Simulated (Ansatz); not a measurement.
# KF (Carobbiite): band structure with HSE06

KF (Carobbiite):

```
K F
1.0
     0.00000    2.67185    2.67185
     2.67185    0.00000    2.67185
     2.67185    2.67185    0.00000
K F
1 1
Direct
  0.00000 0.00000 0.00000
  0.50000 0.50000 0.50000
```

```yaml
Program: Ansatz 0.2.0
Task: band structure
Functional: HSE06
Potentials_or_basis: Ansatz PAW
Cutoff: "420 eV (not typed: the program's choice for these potentials)"
k_mesh: 6 × 6 × 6
Occupations: fermi-dirac, width 0.05 eV
Spin: no spin polarisation
Path: "[[\"G\", \"X\", \"W\", \"K\", \"G\", \"L\", \"U\", \"W\", \"L\", \"K\"], [\"U\", \"X\"]]"
Points_for_each_segment_of_the_path: 4
```

```
Pressure                : 0.5 GPa
Band gap on the k mesh  : 8.18 eV, direct
Band gap along the path : 8.18 eV, direct
```

Levels at the corners of the path, in eV from the valence-band top:
| point | band 5 | band 6 | band 7 | band 8 | band 9 | band 10 | band 11 | band 12 |
| --- | --- | --- | --- | --- | --- | --- | --- | --- |
| Γ | -9.49 | 0.00 | 0.00 | 0.00 | 8.18 | 13.02 | 13.02 | 13.02 |
| X | -9.72 | -0.19 | -0.05 | -0.05 | 10.33 | 12.64 | 13.93 | 16.20 |
| W | -9.58 | -0.41 | -0.15 | -0.15 | 11.90 | 11.90 | 13.62 | 15.89 |
| K | -9.65 | -0.33 | -0.19 | -0.18 | 11.10 | 12.91 | 13.46 | 16.18 |
| Γ | -9.49 | 0.00 | 0.00 | 0.00 | 8.18 | 13.02 | 13.02 | 13.02 |
| L | -9.52 | -0.78 | -0.35 | -0.35 | 11.21 | 12.67 | 14.54 | 14.54 |
| U | -9.65 | -0.33 | -0.19 | -0.18 | 11.10 | 12.91 | 13.46 | 16.18 |
| W | -9.58 | -0.41 | -0.15 | -0.15 | 11.90 | 11.90 | 13.62 | 15.89 |
| L | -9.52 | -0.78 | -0.35 | -0.35 | 11.21 | 12.67 | 14.54 | 14.54 |
| K | -9.65 | -0.33 | -0.19 | -0.18 | 11.10 | 12.91 | 13.46 | 16.18 |
| U | -9.65 | -0.33 | -0.19 | -0.18 | 11.10 | 12.91 | 13.46 | 16.18 |
| X | -9.72 | -0.19 | -0.05 | -0.05 | 10.33 | 12.64 | 13.93 | 16.20 |

It took 56 s on 1 × NVIDIA H100 80GB HBM3 with 2 threads of AMD EPYC 7R13 Processor (Zen 3) (shared host), peak memory 1.6 GiB.

Caveat: the PAW data sets come from PBE, with cores solved anew for the run's functional, which leaves a small shift of forces and pressure; the thresholds are loose for stress.
